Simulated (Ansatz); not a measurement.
# Cs2SnI6: the cost of one run

Method: DFT PBE, scalar-relativistic, plane waves, PAW, in Ansatz 0.2.0.

## 1. The starting structure

It takes space group Fm-3m (No. 225, cubic). Conventional cell: a = 11.628 Å, b = 11.628 Å, c = 11.628 Å, α = 90.00°, β = 90.00°, γ = 90.00°. Cs (site symmetry -43m) has 12 I at 4.11 Å as nearest neighbours. Sn (site symmetry m-3m) is surrounded by 6 I at 2.85 Å. I (site symmetry 4mm) has 1 Sn at 2.85 Å and 4 Cs at 4.11 Å as nearest neighbours.

As a file:

```cif
data_structure
_symmetry_space_group_name_H-M 'P 1'
_symmetry_Int_Tables_number 1
_cell_length_a 8.2220
_cell_length_b 8.2220
_cell_length_c 8.2220
_cell_angle_alpha 60.000
_cell_angle_beta 60.000
_cell_angle_gamma 60.000
_cell_volume 393.02
loop_
_atom_site_label
_atom_site_type_symbol
_atom_site_fract_x
_atom_site_fract_y
_atom_site_fract_z
_atom_site_occupancy
Cs1 Cs 0.25000 0.25000 0.25000 1
Cs2 Cs 0.75000 0.75000 0.75000 1
Sn1 Sn 0.00000 0.00000 0.00000 1
I1 I 0.75464 0.24536 0.24536 1
I2 I 0.24536 0.75464 0.24536 1
I3 I 0.24536 0.75464 0.75464 1
I4 I 0.75464 0.24536 0.75464 1
I5 I 0.24536 0.24536 0.75464 1
I6 I 0.75464 0.75464 0.24536 1
```

## 2. First run, at the start cell

Contents of input.yaml:

```yaml
crystal:
  lattice:
    - [0.0, 5.8138, 5.8138]
    - [5.8138, 0.0, 5.8138]
    - [5.8138, 5.8138, 0.0]
  atoms:
    - { symbol: Cs, position: [0.25, 0.25, 0.25] }
    - { symbol: Cs, position: [0.75, 0.75, 0.75] }
    - { symbol: Sn, position: [0.0, 0.0, 0.0] }
    - { symbol: I, position: [0.75464, 0.24536, 0.24536] }
    - { symbol: I, position: [0.24536, 0.75464, 0.24536] }
    - { symbol: I, position: [0.24536, 0.75464, 0.75464] }
    - { symbol: I, position: [0.75464, 0.24536, 0.75464] }
    - { symbol: I, position: [0.24536, 0.24536, 0.75464] }
    - { symbol: I, position: [0.75464, 0.75464, 0.24536] }
basis:
  ecutwfc: 420
  ecutrho_ratio: 4
kpoints:
  mp_grid: { grid: [4, 4, 4] }
hamiltonian:
  xc: pbe
scf:
  occupations: { method: gaussian, width: 0.05 }
output:
  forces: true
  stress: true
  eigenvalues: true
relax:
  f_tol: 0.03
  max_steps: 60
  cell: { stress_tol: 0.3 }
```

Run with:

```console
> ansatz run input.yaml --threads 2 --pin off --max-ram 5120MiB --backend cpu --events-out ev --progress --plain --runs-dir out
```

**Question.** How long does this run take on 2 threads of Intel Xeon at 2.50GHz (Skylake/Cascade Lake), shared host, and how much memory does it need?

About 98 s, with a peak of 0.96 GiB.
